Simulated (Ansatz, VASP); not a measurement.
# Two plane-wave programs on PtS2

INCAR

```
SYSTEM = PtS2
PREC     = Accurate       ! precision mode
ENCUT    = 500            ! plane-wave cutoff, eV
EDIFF    = 1E-6           ! SCF threshold, eV
ISMEAR   = -1             ! smearing method
SIGMA    = 0.05           ! smearing width, eV
LREAL    = .FALSE.        ! projectors in reciprocal space
LASPH    = .TRUE.         ! aspherical terms in the spheres
NELM     = 80             ! most SCF steps
ALGO     = Normal         ! electronic algorithm
ISIF     = 2              ! what is computed and relaxed
LWAVE    = .FALSE.        ! write WAVECAR
LCHARG   = .FALSE.        ! write CHGCAR
LMAXMIX  = 4              ! l up to which the mixer works
GGA      = PE             ! functional
```

The input KPOINTS:

```
regular mesh
0
G
  9 9 5
  0 0 0
```

File POSCAR:

```
PtS2
1.0
    3.5432000000      0.0000000000      0.0000000000
   -1.7716000000      3.0685012107      0.0000000000
    0.0000000000      0.0000000000      5.0388000000
Pt S
1 2
Direct
    0.0000000000      0.0000000000      0.0000000000
    0.6666666667      0.3333333333      0.7730000000
    0.3333333333      0.6666666667      0.2270000000
```

File KPOINTS_OPT:

```
path GMKGALHA,LM,KH
20
line-mode
reciprocal
 0.0000000000  0.0000000000  0.0000000000  G
 0.5000000000  0.0000000000  0.0000000000  M

 0.5000000000  0.0000000000  0.0000000000  M
 0.3333333333  0.3333333333  0.0000000000  K

 0.3333333333  0.3333333333  0.0000000000  K
 0.0000000000  0.0000000000  0.0000000000  G

 0.0000000000  0.0000000000  0.0000000000  G
 0.0000000000  0.0000000000  0.5000000000  A

 0.0000000000  0.0000000000  0.5000000000  A
 0.5000000000  0.0000000000  0.5000000000  L

 0.5000000000  0.0000000000  0.5000000000  L
 0.3333333333  0.3333333333  0.5000000000  H

 0.3333333333  0.3333333333  0.5000000000  H
 0.0000000000  0.0000000000  0.5000000000  A

 0.5000000000  0.0000000000  0.5000000000  L
 0.5000000000  0.0000000000  0.0000000000  M

 0.3333333333  0.3333333333  0.0000000000  K
 0.3333333333  0.3333333333  0.5000000000  H
```

Contents of input.yaml:

```yaml
crystal:
  lattice:
    - [3.5432, 0.0, 0.0]
    - [-1.7716, 3.0685012107, 0.0]
    - [0.0, 0.0, 5.0388]
  atoms:
    - { symbol: Pt, position: [0.0, 0.0, 0.0] }
    - { symbol: S, position: [0.6666666667, 0.3333333333, 0.773] }
    - { symbol: S, position: [0.3333333333, 0.6666666667, 0.227] }
hamiltonian:
  xc: pbe
  pseudopotentials: { kind: paw }
kpoints:
  mp_grid: { grid: [9, 9, 5] }
  band_path:
    path:
      - [[0.0, 0.0, 0.0], [0.5, 0.0, 0.0], [0.3333333333, 0.3333333333, 0.0], [0.0, 0.0, 0.0], [0.0, 0.0, 0.5], [0.5, 0.0, 0.5], [0.3333333333, 0.3333333333, 0.5], [0.0, 0.0, 0.5]]
      - [[0.5, 0.0, 0.5], [0.5, 0.0, 0.0]]
      - [[0.3333333333, 0.3333333333, 0.0], [0.3333333333, 0.3333333333, 0.5]]
    npoints: 14
scf:
  occupations: { method: fermi_dirac, width: 0.05 }
  n_extra_bands: 7
output:
  forces: true
  stress: true
  eigenvalues: true
  fatbands: false
  write_density: true
  write_potential: true
  elf: true
  volumetric_format: npy
```

Alike in both runs: task band structure; functional PBE; k mesh 9 × 9 × 5; occupations fermi-dirac, width 0.05 eV; no spin polarisation.

|  | VASP | Ansatz |
| --- | --- | --- |
| version | VASP 6.6.1 | Ansatz 0.2.0 |
| potentials or method | VASP PAW PBE potentials, release 54 (Pt, S) | Ansatz PAW |
| plane-wave cutoff (eV) | 500 | 420 |
| valence electrons in the cell | 22 | 30 |

|  | VASP | Ansatz | Ansatz less VASP |
| --- | --- | --- | --- |
| gap on the k mesh at the Fermi level (eV) | 1.03 | 1.02 | -0.015 |
| least direct gap on the mesh (eV) | 1.08 | 1.07 | -0.009 |
| gap along the band path (eV) | 1.00 | 1.02 | +0.019 |
| pressure (GPa) | 11.1 | 11.6 | +0.52 |
| largest component of the traceless stress (GPa) | 0.99 | 1.17 | +0.184 |
| rms of the force components (eV/Å) | 0.572 | 0.592 | +0.0207 |

Atom by atom the forces differ by 0.021 eV/Å (rms over components). The functional is the same, so the differences come from potentials, cutoffs and numerics. The two sets of potentials don't hold the same shells in valence.

Caveats: spin-orbit coupling is left out, which moves the levels of the heavy elements; forces of over 1 eV/Å show positions far from the minimum, so gaps and moduli don't describe the material at rest. A hybrid or GW would open this gap; PBE tends to underestimate it.
